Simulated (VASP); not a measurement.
Output of a VASP run:

### OUTCAR
```
 ion  position               nearest neighbor table
   1  0.500  0.500  0.500-   3 2.93   4 2.93   5 2.93   3 2.93   4 2.93   4 2.93   5 2.93   4 2.93
                             3 2.93   5 2.93   3 2.93   5 2.93   2 3.59   2 3.59   2 3.59   2 3.59
   2  0.000  0.000  0.000-   3 2.07   4 2.07   5 2.07   5 2.07   3 2.07   4 2.07   1 3.59   1 3.59
                             1 3.59   1 3.59   1 3.59   1 3.59   1 3.59   1 3.59
   3  0.000  0.500  0.000-   2 2.07   2 2.07   1 2.93   1 2.93   1 2.93   1 2.93
   4  0.500  0.000  0.000-   2 2.07   2 2.07   1 2.93   1 2.93   1 2.93   1 2.93
   5  0.000  0.000  0.500-   2 2.07   2 2.07   1 2.93   1 2.93   1 2.93   1 2.93
  LATTYP: Found a simple cubic cell.
 ALAT       =     4.1434700000
 Subroutine PRICEL returns:
 Original cell was already a primitive cell.
 Subroutine GETGRP returns: Found 48 space group operations
The static configuration has the point symmetry O_h .
The dynamic configuration has the point symmetry O_h .
 Subroutine INISYM returns: Found 48 space group operations
 Subroutine IBZKPT returns following result:
 Found     10 irreducible k-points:

 Following reciprocal coordinates:
            Coordinates               Weight
  0.083333  0.083333  0.083333      8.000000
  0.250000  0.083333  0.083333     24.000000
  0.416667  0.083333  0.083333     24.000000
  0.250000  0.250000  0.083333     24.000000
  0.416667  0.250000  0.083333     48.000000
  0.416667  0.416667  0.083333     24.000000
  0.250000  0.250000  0.250000      8.000000
  0.416667  0.250000  0.250000     24.000000
  0.416667  0.416667  0.250000     24.000000
  0.416667  0.416667  0.416667      8.000000
   k-points           NKPTS =     10   k-points in BZ     NKDIM =     10   number of bands    NBANDS=     25
   number of dos      NEDOS =    301   number of ions     NIONS =      5
   total plane-waves  NPLWV =  21952
   dimension x,y,z NGX =    28 NGY =   28 NGZ =   28
   dimension x,y,z NGXF=    56 NGYF=   56 NGZF=   56
   ions per type =               1   1   3
   PREC   = accura    normal or accurate (medium, high low for compatibility)
   ISTART =      0    job   : 0-new  1-cont  2-samecut
   ICHARG =      2    charge: 1-file 2-atom 10-const
   ISPIN  =      1    spin polarized calculation?
   LNONCOLLINEAR =      F non collinear calculations
   LSORBIT =      F    spin-orbit coupling
   INIWAV =      1    electr: 0-lowe 1-rand  2-diag
   ENCUT  =  400.0 eV  29.40 Ry    5.42 a.u.   6.76  6.76  6.76*2*pi/ulx,y,z
   NELM   =    100;   NELMIN=  2; NELMDL= -5     # of ELM steps
   EDIFF  = 0.1E-05   stopping-criterion for ELM
   LREAL  =      F    real-space projection
   NLSPLINE    = F    spline interpolate recip. space projectors
   LMAXMIX     =    4 max onsite mixed and CHGCAR
   VOSKOWN=      0    Vosko Wilk Nusair interpolation
   EDIFFG = 0.1E-04   stopping-criterion for IOM
   NSW    =      0    number of steps for IOM
   NBLOCK =      1;   KBLOCK =      1    inner block; outer block
   IBRION =     -1    ionic relax: 0-MD 1-quasi-New 2-CG
   NFREE  =      0    steps in history (QN), initial steepest desc. (CG)
   ISIF   =      2    stress and relaxation
   ISYM   =      2    0-nonsym 1-usesym 2-fastsym
   TEIN   =    0.0    initial temperature
   TEBEG  =    0.0;   TEEND  =   0.0 temperature during run
   SMASS  =  -3.00    Nose mass-parameter (am)
   PSTRESS=    0.0 pullay stress
   NELECT =      42.0000    total number of electrons
   EFERMI =   0.00;   METHOD = LEGACY
   ISMEAR =    -1;   SIGMA  =   0.05  broadening in eV -4-tet -1-fermi 0-gaus
   IALGO  =     38    algorithm
   LDIAG  =      T    sub-space diagonalisation (order eigenvalues)
   IMIX   =      4    mixing-type and parameters
     AMIX     =   0.40;   BMIX     =  1.00
     AMIX_MAG =   1.60;   BMIX_MAG =  1.00
     AMIN     =   0.10
   GGA     = RP    functional components
   VOSKOWN =     0    Vosko Wilk Nusair interpolation
   LHFCALC =     F    Hartree Fock is set to
   LHFONE  =     F    Hartree Fock one center treatment
   AEXX    =    0.0000 exact exchange contribution
   IVDW    =     0    specifies the selected vdW correction
   LEPSILON=     F    determine dielectric tensor
   LRPA    =     F    only Hartree local field effects (RPA)
  energy-cutoff  :      400.00
...
```

OSZICAR:
```
       N       E                     dE             d eps       ncg     rms          rms(c)
DAV:   1     0.414199744594E+03    0.41420E+03   -0.18742E+04   509   0.185E+03
DAV:   2     0.764505291494E+01   -0.40655E+03   -0.39673E+03   598   0.500E+02
DAV:   3    -0.322523710242E+02   -0.39897E+02   -0.39295E+02   605   0.152E+02
DAV:   4    -0.340411557593E+02   -0.17888E+01   -0.17865E+01   692   0.307E+01
DAV:   5    -0.340752975520E+02   -0.34142E-01   -0.34136E-01   686   0.362E+00    0.138E+01
DAV:   6    -0.293904223692E+02    0.46849E+01   -0.24885E+01   743   0.639E+01    0.605E+00
DAV:   7    -0.294557110335E+02   -0.65289E-01   -0.16020E+00   557   0.796E+00    0.318E+00
DAV:   8    -0.294509068231E+02    0.48042E-02   -0.27502E-01   727   0.389E+00    0.674E-01
DAV:   9    -0.294450236602E+02    0.58832E-02   -0.72790E-02   799   0.272E+00    0.149E-01
DAV:  10    -0.294462943401E+02   -0.12707E-02   -0.63739E-03   726   0.934E-01    0.621E-02
DAV:  11    -0.294463876928E+02   -0.93353E-04   -0.10859E-03   782   0.348E-01    0.290E-02
DAV:  12    -0.294463813950E+02    0.62977E-05   -0.73060E-05   678   0.698E-02    0.145E-02
DAV:  13    -0.294463785469E+02    0.28481E-05   -0.28270E-05   728   0.369E-02    0.325E-03
DAV:  14    -0.294463786370E+02   -0.90026E-07   -0.12759E-06   445   0.108E-02
   1 F= -.29446379E+02 E0= -.29446379E+02  d E =-.124360E-07
```

File OUTCAR:
```
------------------------ aborting loop because EDIFF is reached ----------------------------------------
  FORCE on cell =-STRESS in cart. coord.  units (eV):
  Direction    XX          YY          ZZ          XY          YZ          ZX
  --------------------------------------------------------------------------------------
  Total        2.0037180      2.0037180      2.0037180      0.0000000     -0.0000000      0.0000000
  in kB       45.1288836     45.1288836     45.1288836      0.0000000     -0.0000000      0.0000000
  external PRESSURE =      45.1288836 kB  Pullay stress =       0.0000000 kB
  volume of cell :       71.14
      direct lattice vectors                 reciprocal lattice vectors
     4.143470000  0.000000000  0.000000000     0.241343608  0.000000000  0.000000000
     0.000000000  4.143470000  0.000000000     0.000000000  0.241343608  0.000000000
     0.000000000  0.000000000  4.143470000     0.000000000  0.000000000  0.241343608
 POSITION                                       TOTAL-FORCE (eV/Angst)
 -----------------------------------------------------------------------------------
      2.07173      2.07173      2.07173         0.000000      0.000000      0.000000
      0.00000      0.00000      0.00000         0.000000      0.000000      0.000000
      0.00000      2.07173      0.00000         0.000000      0.000000      0.000000
      2.07173      0.00000      0.00000         0.000000      0.000000      0.000000
      0.00000      0.00000      2.07173         0.000000      0.000000      0.000000
 -----------------------------------------------------------------------------------
    total drift:                               -0.000000      0.000000     -0.000000
  FREE ENERGIE OF THE ION-ELECTRON SYSTEM (eV)
  ---------------------------------------------------
  free  energy   TOTEN  =       -29.4463786370 eV

  energy  without entropy=      -29.4463786245  energy(sigma->0) =      -29.44637863
```
(Selected blocks of OUTCAR.)

POSCAR:
```
BaSnO3
1
    4.1434700000     0.0000000000     0.0000000000
    0.0000000000     4.1434700000     0.0000000000
    0.0000000000     0.0000000000     4.1434700000
Ba Sn O
1 1 3
Direct
  0.5000000000   0.5000000000   0.5000000000
  0.0000000000   0.0000000000   0.0000000000
  0.0000000000   0.5000000000   0.0000000000
  0.5000000000   0.0000000000   0.0000000000
  0.0000000000   0.0000000000   0.5000000000
```

Write an INCAR and KPOINTS that could have produced this output.

This is not unique; one that fits is the input of the run itself, RPBE GGA, plane waves, VASP's PBE PAW potentials (set 64).

**INCAR**
```
# general
SYSTEM  = BaSnO3
PREC    = Accurate
ENCUT   = 400
LREAL   = .FALSE.
LASPH   = .TRUE.

# electronic loop
EDIFF   = 1E-6
NELM    = 100
ALGO    = Normal
LMAXMIX = 4

# smearing
ISMEAR  = -1
SIGMA   = 0.05

# functional
GGA     = RP

# ions
ISIF    = 2

# output
LWAVE   = .FALSE.
LCHARG  = .FALSE.
```

File KPOINTS:
```
Automatic
0
Gamma
6 6 6
0.5 0.5 0.5
```

POTCAR, in this order: Ba_sv Sn_d O (PBE.64 set). Program: vasp_std.

At this cut-off the stress carries a Pulay error, which pulls relaxed volumes low.

The structure comes from a computed database's BaSnO3 entry; how it stands against other phases isn't given here. The cell was not relaxed at this level. The run is one of a series of settings (GGA = RP against the base run), some of them coarse on purpose.
